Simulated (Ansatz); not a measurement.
# Pd (Fm-3m) in Ansatz: a series of runs

Aim: see how the results for Pd move with the level of theory and the settings. Levels: PBE, BLYP. Tasks: relaxation of cell and atoms.

Everything below comes from runs of Ansatz 0.2.0. Logs are shortened: lines on timing, memory, paths and dates and some standing lists are left out, and cuts for length are marked.

## (1) The crystal as given

The structure is cubic, space group Fm-3m (No. 225). The conventional cell has a = 3.893 Å, b = 3.893 Å, c = 3.893 Å, α = 90.00°, β = 90.00°, γ = 90.00°. Pd (site symmetry m-3m) is surrounded by 12 Pd at 2.75 Å.

## (2) Relaxation of cell and atoms, PBE

The input, input.yaml:

```yaml
crystal:
  lattice:
    - [0.0, 1.9465, 1.9465]
    - [1.9465, 0.0, 1.9465]
    - [1.9465, 1.9465, 0.0]
  atoms:
    - { symbol: Pd, position: [0.0, 0.0, 0.0] }
hamiltonian:
  xc: pbe
  pseudopotentials: { kind: paw }
kpoints:
  mp_grid: { grid: [12, 12, 12] }
scf:
  occupations: { method: fermi_dirac, width: 0.05 }
output:
  forces: true
  stress: true
  write_density: true
  write_potential: true
  elf: true
  volumetric_format: npy
relax:
  f_tol: 0.01
  max_steps: 40
  cell: { stress_tol: 0.05 }
```

Potentials or basis: Ansatz PAW.

Run with:

```console
$ ansatz run input.yaml --threads 2 --pin off --max-ram 5120MiB --backend cpu --events-out ev --progress --plain --runs-dir out
```

Standard output:

```text
Warning: RAYON_NUM_THREADS=2 ignored (pool sized by the plan → 2); use --threads N
Engine: ansatz 0.2.0, aarch64-unknown-linux-gnu
Pseudopotentials: kind: paw
Pseudopotential: Pd, paw, valence charge 18, recommended cutoff 420 eV (normal), Pd.paw.azcp
Functional definition: PBE
  parameter kappa = 0.804
  parameter beta = 0.06672455060314922
  exchange = pbe_x(kappa = kappa, mu = beta*pi^2/3)
  correlation = pbe_c(beta = beta)
Crystal: 1 atoms, lattice volume = 14.750 Å³
Basis set: ecut = 420 eV, 283 PW (Γ), exchange–correlation on 40×40×40 points (8 copies of the dense FFT grid, shifted against one another)
Bands: 13, of which v1, the nominal top of the filled ones, is band 9 counted from 1 (8 counted from 0)
Symmetry: 48 space group operations
Space group: Fm-3m (ITA 225), of the structure as read, at distance tolerance 2.5e-5 Å
k-points: 72 of 1728
Non-local potential: Pd, projectors of the file, l = 0: 2, l = 1: 2, l = 2: 2, l = 3: 1
PAW form: soft (Blöchl's): semilocal exchange-correlation on the pseudo side does not see the compensation charge
PAW one-centre angular grid: Pd, 590 points (default); XC on 64 Gauss nodes
Initial density: superposition of atomic densities (neutral atoms: chi_scale 0, normalization atom), corrected by the library's trained network
Initial wavefunctions: pseudopotential atomic-orbital guess
Functional: x = pbe(κ = 0.804, μ = 0.2195149727645171), c = pbe(β = 0.06672455060314922)
SCF iter   1: F=—  HF=-6972.850576 eV  |F-HF|=—  |Δ(HF+E_count)|=         —  Δρ=4.39e-3  dr2=9.35e-4  ethr=1.77e-3  ⟨swp⟩=5.4  Hψ=5435  notcnv=0
preconditioner: auto → none  [metal: Δε(μ)=0.006 eV  Ē_g=14.308 eV  σ=0.050 eV  W_gap=0.03  n_scr=8 (ndim 8)  ℏωp=30.6 eV  f_vac=0.000  D(μ)=2.47/eV (n_scr^D=50)  sad-step TF]
SCF iter   2: F=—  HF=-6972.850515 eV  |F-HF|=—  |Δ(HF+E_count)|=   6.19e-5  Δρ=2.19e-3  dr2=1.51e-4  ethr=5.20e-6  ⟨swp⟩=1.2  Hψ=1537  notcnv=0
SCF iter   3: F=—  HF=-6972.850612 eV  |F-HF|=—  |Δ(HF+E_count)|=   9.70e-5  Δρ=5.76e-4  dr2=3.79e-5  ethr=8.41e-7  ⟨swp⟩=1.0  Hψ=936  notcnv=0
SCF iter   4: F=—  HF=-6972.850604 eV  |F-HF|=—  |Δ(HF+E_count)|=   7.02e-6  Δρ=9.39e-5  dr2=4.32e-7  ethr=2.11e-7  ⟨swp⟩=2.1  Hψ=1254  notcnv=0
iter 5 did not close the SCF: its close was put off for the readings that it lacked (scf_convergence_deferred on its scf_iter line)
SCF iter   5: F=-6972.850605 eV  HF=-6972.850605 eV  |F-HF|=7.73e-9  |Δ(HF+E_count)|=   3.39e-7  Δρ=2.16e-5  dr2=2.40e-8  ethr=2.40e-9  ⟨swp⟩=2.8  Hψ=1777  notcnv=0
SCF iter   6: F=-6972.850605 eV  HF=-6972.850605 eV  |F-HF|=8.82e-10  |Δ(HF+E_count)|=   5.65e-9  Δρ=6.14e-6  dr2=2.34e-9  ethr=1.33e-10  ⟨swp⟩=4.8  Hψ=4287  notcnv=0
SCF 1 converged in 6 iterations: F = -6972.850605 eV  dr2 = 2.34e-9
relax step   1: F+E_penalty+E_count = -6972.85060481 eV  Δ(F+E_penalty+E_count) = +0.000e0 eV  max|allowed force component| = 0.000e0 eV/Å  Δτ_max = 0.0000 Å  P = +6.946 GPa  Ω = 14.750 Å³  (6 SCF iters, dr2 threshold 1.00e-7 eV, accepted)
Crystal: 1 atoms, lattice volume = 15.682 Å³
[... 37 lines left out ...]
SCF iter   2: F=—  HF=-6972.862302 eV  |F-HF|=—  |Δ(HF+E_count)|=   5.75e-5  Δρ=2.07e-4  dr2=1.70e-7  ethr=3.69e-9  ⟨swp⟩=2.0  Hψ=1357  notcnv=0
SCF iter   3: F=—  HF=-6972.862322 eV  |F-HF|=—  |Δ(HF+E_count)|=   1.95e-5  Δρ=3.06e-5  dr2=9.47e-8  ethr=9.43e-10  ⟨swp⟩=2.0  Hψ=1234  notcnv=0
SCF iter   4: F=—  HF=-6972.862322 eV  |F-HF|=—  |Δ(HF+E_count)|=   9.90e-8  Δρ=5.83e-6  dr2=5.26e-10  ethr=5.26e-10  ⟨swp⟩=2.1  Hψ=1271  notcnv=0
SCF iter   5: F=—  HF=-6972.862322 eV  |F-HF|=—  |Δ(HF+E_count)|=   1.23e-8  Δρ=3.29e-7  dr2=1.58e-11  ethr=2.92e-12  ⟨swp⟩=2.6  Hψ=1684  notcnv=0
SCF iter   6: F=-6972.862322 eV  HF=-6972.862322 eV  |F-HF|=0.00e0  |Δ(HF+E_count)|=    0.00e0  Δρ=4.96e-8  dr2=3.75e-14  ethr=1.00e-12  ⟨swp⟩=4.8  Hψ=3316  notcnv=0
SCF 5 converged in 6 iterations: F = -6972.862322 eV  dr2 = 3.75e-14
relax step   5: F+E_penalty+E_count = -6972.86232200 eV  Δ(F+E_penalty+E_count) = -1.890e-4 eV  max|allowed force component| = 0.000e0 eV/Å  Δτ_max = 0.0000 Å  P = -0.029 GPa  Ω = 15.315 Å³  stress off target by 2.89e-2 GPa  SCF on the basis re-selected at this cell (its energy is not comparable with the rows above)  (6 SCF iters)
basis re-selected at this cell: Δ(F+E_penalty+E_count) = -1.890e-4 eV, ΔP = -0.024 GPa vs the last step (what re-selecting the basis moved, of the pressure what is left beyond the Pulay correction that the steps carried, after the strain that the cell walked since its last selection, with what the two solves' SCF thresholds leave and, on support functions, any second-order correction that the steps lacked; it is no measure of the basis error at this ecutwfc). This SCF's stress stands 2.89e-2 GPa from its target on what of the cell is left free (relax.cell.stress_tol is 5.00e-2 GPa) and its largest allowed force component is 0.00e0 eV/Å (relax.f_tol is 1.00e-2 eV/Å): within both
SCF converged after 6 iterations
Free energy (F): -6972.862322 eV
Harris-Foulkes:  -6972.862322 eV  (|F-HF|=0.00e0)
Internal energy: -6972.841929 eV  (E = F + TS)
E sigma→0 (E₀):  -6972.852126 eV
Entropy (-TS):   -0.020393 eV (-20.393 meV/atom)
Fermi energy:    18.806982 eV
--- Per-component energies (eV) ---
  E_band       = -151.892866
  E_kinetic    = 513.080095
  E_local      = -1801.189877  (includes V_loc(G=0)·N_el)
  E_nonlocal   = 217.154219
  E_hartree    = 729.865476
  E_xc         = -168.484362
  E_vxc        = -211.364897  (∫ρ·V_xc dr)
  E_paw        = -3750.159740  (= ΣΔE_a)
  E_vpaw       = -329.303562  (= ΣTr[D̂ρ^β])
  E_aug_tail   = 0.000199  (compensation charges beyond the density's cutoff)
  E_ewald      = -2713.107940
  E_smearing   = -0.020393  (= −TS)
  E_closure    = -0.000000  (closes the sum)
  Σ components = -6972.862322   (vs F -6972.862322, Δ=0.00e0)
--- Forces (eV/Å), atoms counted from 1 ---
  atom   1  Pd    -0.00000000     0.00000000    -0.00000000
  max |Σ_I F_I| component: 3.08e-32 eV/Å
--- Stress (GPa, compression-positive) ---
       -0.028946      -0.000000      -0.000000
       -0.000000      -0.028946      -0.000000
       -0.000000      -0.000000      -0.028946
  P = ⅓ Tr σ = -0.0289 GPa (-0.289 kbar)
--- Band table (eV; the first three rows and the last of 72) ---
  k-point 0: bands = ["-65.1926", "-30.7192", "-30.7192", "-30.7192", "11.9654", "16.1496", "16.1496", "16.1496", "17.6658", "17.6658", "35.8329", "40.3432", "40.3432"]
  k-point 1: bands = ["-65.1896", "-30.7436", "-30.7227", "-30.7227", "12.2084", "16.0696", "16.2298", "16.2298", "17.6300", "17.6300", "36.0571", "38.9117", "40.6057"]
  k-point 2: bands = ["-65.1812", "-30.8100", "-30.7322", "-30.7322", "12.8685", "15.9314", "16.3923", "16.3923", "17.6074", "17.6074", "35.7325", "37.0717", "41.2865"]
  k-point 71: bands = ["-65.1317", "-30.9568", "-30.9568", "-30.8565", "14.7555", "15.6396", "15.6396", "17.5838", "19.0956", "27.5262", "27.5262", "28.8670", "30.1508"]
--- Relaxed structure (4 steps of the walk, 4 accepted, 1 SCFs on fresh bases) ---
  F+E_penalty+E_count = -6972.86232200 eV   max|allowed force component| = 0.000e0 eV/Å   (the final SCF, on the basis selected at the relaxed cell)
  cell:  # Å, volume = 15.3150 Å³
    - [-1.4649194622109418e-34, 1.9710426500018359, 1.9710426500018359]
    - [1.9710426500018359, -1.9107645095823862e-34, 1.9710426500018359]
    - [1.9710426500018359, 1.9710426500018359, 5.732293537007537e-35]
  atoms:
    - { symbol: Pd, position: [0.0, 0.0, 0.0] }
```

rho_z.tsv:

```text
# z_ang	rho[e/angstrom^3]
# format = ansatz-planar-average/11
# lattice	-0.000000000	1.971042650	1.971042650
# lattice	1.971042650	-0.000000000	1.971042650
# lattice	1.971042650	1.971042650	0.000000000
# sites	1
# site	46	0.000000000	0.000000000	0.000000000
0.000000	2.498140e0
0.139374	2.419204e0
0.278748	2.185509e0
0.418121	1.819070e0
0.557495	1.379376e0
0.696869	9.556657e-1
0.836243	6.270822e-1
0.975616	4.212807e-1
1.114990	3.126910e-1
1.254364	2.613568e-1
1.393738	2.456977e-1
1.533111	2.613568e-1
1.672485	3.126910e-1
1.811859	4.212807e-1
1.951233	6.270822e-1
2.090606	9.556657e-1
2.229980	1.379376e0
2.369354	1.819070e0
2.508728	2.185509e0
2.648101	2.419204e0
```

It took 2.6 s on 2 threads of Arm Neoverse V1, shared host; peak memory 0.27 GiB.

What came out:

```
Free energy                            : -6972.8623 eV
Relaxed volume                         : 15.32 Å³/atom
Relaxed cell                           : a = 2.787 Å, b = 2.787 Å, c = 2.787 Å, α = 60.00°, β = 60.00°, γ = 60.00°
Space group after relaxing (to 0.05 Å) : Fm-3m (No. 225)
Energy gained by relaxing              : 11.7 meV/atom
Ionic steps                            : 5
Pressure after relaxing                : 0.0 GPa
Band gap on the k mesh                 : none (metal or under the smearing width)
```

The path:
```
step  energy change (eV)  largest force (eV/Å)  volume (Å³)
   1              0.0000                0.0000        14.75
   2             -0.0070                0.0000        15.68
   3             -0.0115                0.0000        15.34
   4             -0.0115                0.0000        15.32
   5             -0.0117                0.0000        15.32
```

Final structure:
```cif
data_structure
_symmetry_space_group_name_H-M 'P 1'
_symmetry_Int_Tables_number 1
_cell_length_a 2.7875
_cell_length_b 2.7875
_cell_length_c 2.7875
_cell_angle_alpha 60.000
_cell_angle_beta 60.000
_cell_angle_gamma 60.000
_cell_volume 15.32
loop_
_atom_site_label
_atom_site_type_symbol
_atom_site_fract_x
_atom_site_fract_y
_atom_site_fract_z
_atom_site_occupancy
Pd1 Pd 0.00000 0.00000 0.00000 1
```

Levels at points of the mesh, in eV from the Fermi level:
```csv
k point,band 6,band 7,band 8,band 9,band 10,band 11,band 12,band 13
"(0.00, 0.00, 0.00)",-2.66,-2.66,-2.66,-1.14,-1.14,17.03,21.54,21.54
"(0.00, 0.00, -0.50)",-2.70,-2.70,-0.01,-0.01,1.11,7.04,16.41,20.60
"(0.00, -0.50, -0.50)",-4.79,-0.04,0.29,0.29,3.37,10.38,13.00,13.00
```

Caveat: the plane-wave basis is chosen anew once the cell has moved, so the energies of steps on either side of that aren't comparable.

## (3) Relaxation of cell and atoms, BLYP

input.yaml, as its differences from that of step 2:

```diff
@@ -8,3 +8,3 @@
 hamiltonian:
-  xc: pbe
+  xc: blyp
   pseudopotentials: { kind: paw }
@@ -17,6 +17,2 @@
   stress: true
-  write_density: true
-  write_potential: true
-  elf: true
-  volumetric_format: npy
 relax:
```

Potentials or basis: Ansatz PAW.

Run with:

```console
$ ansatz run input.yaml --threads 2 --pin off --max-ram 5120MiB --backend cpu --events-out ev --progress --plain --runs-dir out
```

Wall time 2.8 s (2 threads of Arm Neoverse V1, shared host); peak memory 0.27 GiB.

It converged, with:

```
Free energy                            : -6987.6004 eV
Relaxed volume                         : 16.31 Å³/atom
Relaxed cell                           : a = 2.847 Å, b = 2.847 Å, c = 2.847 Å, α = 60.00°, β = 60.00°, γ = 60.00°
Space group after relaxing (to 0.05 Å) : Fm-3m (No. 225)
Energy gained by relaxing              : 78.9 meV/atom
Ionic steps                            : 6
Pressure after relaxing                : 0.0 GPa
```

Step by step:
| step | energy change (eV) | largest force (eV/Å) | volume (Å³) |
| --- | --- | --- | --- |
| 1 | 0.0000 | 0.0000 | 14.75 |
| 2 | -0.0660 | 0.0000 | 17.02 |
| 3 | -0.0778 | 0.0000 | 16.45 |
| 4 | -0.0784 | 0.0000 | 16.30 |
| 5 | -0.0784 | 0.0000 | 16.31 |
| 6 | -0.0789 | 0.0000 | 16.31 |

Final structure:
```cif
data_structure
_symmetry_space_group_name_H-M 'P 1'
_symmetry_Int_Tables_number 1
_cell_length_a 2.8465
_cell_length_b 2.8465
_cell_length_c 2.8465
_cell_angle_alpha 60.000
_cell_angle_beta 60.000
_cell_angle_gamma 60.000
_cell_volume 16.31
loop_
_atom_site_label
_atom_site_type_symbol
_atom_site_fract_x
_atom_site_fract_y
_atom_site_fract_z
_atom_site_occupancy
Pd1 Pd 0.00000 0.00000 0.00000 1
```

Caveat: the plane-wave basis is chosen anew once the cell has moved, so the energies of steps on either side of that aren't comparable; the volume moved by +11 % from the deposited cell, more than functionals usually miss; the PAW data sets come from PBE, with cores solved anew for the run's functional, which leaves a small shift of forces and pressure. BLYP gives volumes clearly too large for solids.
